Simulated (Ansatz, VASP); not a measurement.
One calculation of Os, two programs

```
Os
1.0
     0.00000    1.94500    1.94500
     1.94500    0.00000    1.94500
     1.94500    1.94500    0.00000
Os
1
Direct
  0.00000 0.00000 0.00000
```

This isn't the form of Os at room conditions, which is hcp.

Alike in both runs: task relaxation of cell and atoms; functional LDA; k mesh 8 × 8 × 8; occupations gaussian, width 0.1 eV; no spin polarisation.

|  | VASP | Ansatz |
| --- | --- | --- |
| version | VASP 6.6.1 | Ansatz 0.2.0 |
| potentials or method | VASP PAW LDA potentials, release 64 (Os) | scalar-relativistic, plane waves, PAW |
| plane-wave cutoff (eV) | 600 | 420 |
| valence electrons in the cell | 8 | 16 |

|  | VASP | Ansatz | Ansatz less VASP |
| --- | --- | --- | --- |
| gap on the k mesh at the Fermi level, each at its own relaxed structure (eV) | none | none | - |
| relaxed volume (Å³/atom) | 13.78 | 13.74 | -0.037 |
| relaxed cell length with the largest relative difference (Å) | 2.691 | 2.689 | -0.0024 |
| energy change over the relaxation (meV/atom) | -78 | -83 | -5.5 |

A gap of «none» marks a metal or a gap that the smearing closes. The two sets of potentials don't hold the same shells in valence.

 LDA usually gives volumes a few per cent too small. Zero-point motion and thermal expansion aren't in these numbers.
